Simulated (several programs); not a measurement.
## What each method gives for MgTe (P6_3mc)

A 4-atom cell of MgTe started from a crystallographic database, relaxed with r2SCAN in Ansatz, was computed with several methods. The symmetry is P6_3mc (No. 186, hexagonal); conventional cell a = 4.578 Å, c = 7.456 Å, 33.82 Å³ an atom. Mg has 4 Te at 2.80 Å; Te has 4 Mg at 2.80 Å. The values are computed, spin-unpolarised, and not measurements.

```cif
data_structure
_symmetry_space_group_name_H-M 'P6_3mc'
_symmetry_Int_Tables_number 186
_cell_length_a 4.5775
_cell_length_b 4.5775
_cell_length_c 7.4556
_cell_angle_alpha 90.000
_cell_angle_beta 90.000
_cell_angle_gamma 120.000
_cell_volume 135.29
loop_
_atom_site_label
_atom_site_type_symbol
_atom_site_symmetry_multiplicity
_atom_site_Wyckoff_symbol
_atom_site_fract_x
_atom_site_fract_y
_atom_site_fract_z
_atom_site_occupancy
Mg1 Mg 2 b 0.33333 0.66667 0.00440 1
Te1 Te 2 b 0.33333 0.66667 0.38060 1
```

Gaps and times are for a single point on this cell; volume and bulk modulus come from each method's own relaxation or energy curve at fixed shape, which is too stiff where a cell has free coordinates or axes. Times are rough, from shared hosts (Arm Neoverse V1; Arm Neoverse V2), and each method has its own mesh and cell size. A double dagger marks a value from a curve with shape and coordinates held. PM6 (MOPAC), PM7 (MOPAC), GFN1-xTB (tblite), GFN2-xTB (tblite) treat a cluster of cells at its zone centre, which samples few k points: where these miss a band edge, the gap comes out too large for that reason alone. Gaps from k meshes are read at a limited set of points (mesh, symmetry points, PBE's band edges), so each method's own least gap may be somewhat smaller. xTB and the PM methods were fitted mostly to molecules, and can miss a solid's gap by electronvolts. Minimal bases can be far off for gaps. Times of the plane-wave ladder aren't listed, since it ran on unlike processors and cards. GLLB-SC's gap includes the derivative discontinuity. G0W0 is at finite bands, cutoff and mesh. d marks a direct gap, i an indirect one (no mark: not told apart), a dash a value that wasn't computed or didn't pass its checks.

```json
{"method": "PM6 (MOPAC)", "kind": "semi-empirical", "gap (eV)": "6.87", "own volume (Å³/atom)": "–", "bulk modulus (GPa)": "–", "atoms computed": "cluster", "processor time": "1.9 s"}
{"method": "light PBE (260 eV and a coarse mesh)", "kind": "light plane-wave", "gap (eV)": "2.44 d", "own volume (Å³/atom)": "–", "bulk modulus (GPa)": "–", "atoms computed": "4", "processor time": "2.5 s"}
{"method": "PM7 (MOPAC)", "kind": "semi-empirical", "gap (eV)": "10.15", "own volume (Å³/atom)": "–", "bulk modulus (GPa)": "–", "atoms computed": "cluster", "processor time": "2.7 s"}
{"method": "GFN1-xTB (tblite)", "kind": "tight binding", "gap (eV)": "1.34", "own volume (Å³/atom)": "–", "bulk modulus (GPa)": "–", "atoms computed": "cluster", "processor time": "3.1 s"}
{"method": "PBE/SZV (CP2K)", "kind": "small basis", "gap (eV)": "1.69 d", "own volume (Å³/atom)": "–", "bulk modulus (GPa)": "–", "atoms computed": "4", "processor time": "11 s"}
{"method": "PBE", "kind": "semilocal", "gap (eV)": "2.46 d", "own volume (Å³/atom)": "34.49", "bulk modulus (GPa)": "34‡", "atoms computed": "4", "processor time": "–"}
{"method": "GFN2-xTB (tblite)", "kind": "tight binding", "gap (eV)": "1.38", "own volume (Å³/atom)": "35.23‡", "bulk modulus (GPa)": "30‡", "atoms computed": "cluster", "processor time": "14 s"}
{"method": "PBE/DZVP (CP2K)", "kind": "small basis", "gap (eV)": "2.28 d", "own volume (Å³/atom)": "–", "bulk modulus (GPa)": "–", "atoms computed": "4", "processor time": "17 s"}
{"method": "r2SCAN", "kind": "semilocal", "gap (eV)": "3.16 d", "own volume (Å³/atom)": "33.82", "bulk modulus (GPa)": "37‡", "atoms computed": "4", "processor time": "–"}
{"method": "PBE/single zeta (GPAW)", "kind": "small basis", "gap (eV)": "2.26 d", "own volume (Å³/atom)": "–", "bulk modulus (GPa)": "–", "atoms computed": "4", "processor time": "26 s"}
{"method": "GLLB-SC (GPAW)", "kind": "model potential", "gap (eV)": "4.53", "own volume (Å³/atom)": "–", "bulk modulus (GPa)": "–", "atoms computed": "4", "processor time": "110 s"}
{"method": "G0W0@PBE (140 eV screening cutoff)", "kind": "many-body", "gap (eV)": "3.68", "own volume (Å³/atom)": "–", "bulk modulus (GPa)": "–", "atoms computed": "4", "processor time": "–"}
```

Against r2SCAN (3.16 eV) and with closed or daggered gaps left aside, the nearest gap at the points sampled is that of G0W0@PBE (140 eV screening cutoff) (+0.52 eV) and the farthest that of PM7 (MOPAC) (+6.99 eV). r2SCAN is only a yardstick of convenience: semilocal gaps usually lie below measured ones, which GLLB-SC and hybrids aim to mend.

Volumes against r2SCAN's: PBE +2.0 %.

Spin-orbit coupling is left out, which matters wherever the heavy atoms make up the band edges.
